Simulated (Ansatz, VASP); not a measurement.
## B: VASP beside Ansatz

File POSCAR:

```
B
1.0
    1.8852400000      0.0000000000      0.0000000000
    0.0000000000      1.8852400000      0.0000000000
    0.0000000000      0.0000000000      1.8852400000
B
1
Direct
    0.5000000000      0.5000000000      0.5000000000
```

Contents of INCAR.step1:

```
PREC = Accurate
ENCUT = 520
EDIFF = 1E-5
ISMEAR = -1
SIGMA = 0.05
LREAL = F
LASPH = T
NELM = 100
ALGO = Normal
ISIF = 2
LWAVE = T
LCHARG = F
GGA = PE
```

Contents of INCAR.step2:

```
PREC = Accurate
ENCUT = 520
EDIFF = 1E-7
ISMEAR = -1
SIGMA = 0.05
LREAL = F
LASPH = T
NELM = 100
ALGO = Normal
ISIF = 2
LWAVE = F
LCHARG = F
GGA = PE
LHFCALC = T
HFSCREEN = 0.15
AEXX = 0.25
PRECFOCK = Fast
ISTART = 1
```

File KPOINTS:

```
regular mesh
0
Gamma
  7 7 7
```

Contents of input.yaml:

```yaml
crystal:
  lattice:
    - [1.88524, 0.0, 0.0]
    - [0.0, 1.88524, 0.0]
    - [0.0, 0.0, 1.88524]
  atoms:
    - { symbol: B, position: [0.5, 0.5, 0.5] }
hamiltonian:
  xc:
    exchange: pbe
    correlation: pbe
    exx: { coeff: 0.25, omega: 0.15 }
  pseudopotentials: { kind: paw }
kpoints:
  mp_grid: { grid: [7, 7, 7] }
scf:
  occupations: { method: fermi_dirac, width: 0.05 }
output:
  forces: true
  stress: true
  eigenvalues: true
```

The cell was built by a generator and needn't be a form met in nature.

Alike in both runs: task single point; functional HSE(alpha, omega); k mesh 7 × 7 × 7; occupations fermi-dirac, width 0.05 eV; no spin polarisation.

```csv
,VASP,Ansatz
version,VASP 6.6.1,Ansatz 0.2.0
potentials or method,"VASP PAW PBE potentials, release 64 (B)",Ansatz PAW
plane-wave cutoff (eV),520,420
valence electrons in the cell,3,3
```

Ansatz gave:

| Item | Value |
| --- | --- |
| gap on the k mesh at the Fermi level (eV) | none |
| pressure (GPa) | -4.7 |

Estimate VASP's values.

gap on the k mesh at the Fermi level (eV): none; pressure (GPa): -4.8.

A gap of «none» marks a metal or a gap that the smearing closes.

Caveats: the k mesh is coarse (spacing up to 0.48 Å⁻¹), so the values aren't converged, least of all with exact exchange; the PAW data sets were made with another functional, which shifts forces and pressure a little (VASP); the PAW data sets come from PBE, with cores solved anew for the run's functional, which leaves a small shift of forces and pressure (Ansatz); the thresholds are loose for stress (Ansatz).
